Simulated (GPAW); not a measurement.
BAs, 2 atoms in the cell. Symmetry: F-43m, No. 216, cubic system. Conventional cell: a = 4.777 Å, b = 4.777 Å, c = 4.777 Å, α = 90.00°, β = 90.00°, γ = 90.00°. As (site symmetry -43m) is surrounded by 4 B at 2.07 Å. Around B (site symmetry -43m) lie 4 As at 2.07 Å. 

```yaml
Program: GPAW 26.7.0
Task: band structure
Functional: PBE
Potentials_or_basis: PAW data sets generated in the run's folder for this functional
Cutoff: 800 eV
Basis: pw
k_mesh: 8 × 8 × 8
Occupations: fermi-dirac, width 0.05 eV
Spin: no spin polarisation
Maxiter: 150
Band_path: GXWKGLUWLK,UX
Band_points: 100
```

Potentials or basis: PAW data sets generated in the run's folder for this functional, pw.

Command:

```sh
$ gpaw-setup -f PBE As B
$ OMP_NUM_THREADS=1 python run.py
```

Hardware: 1 thread of Arm Neoverse V1 (shared host).

**Question.** How long does it take, and how much memory?

**Answer.** Wall time 38 s on 1 thread of Arm Neoverse V1 (shared host), peak memory 0.24 GiB. Counts: scf iterations 13, plane waves 1424, bands 11, k points 29.
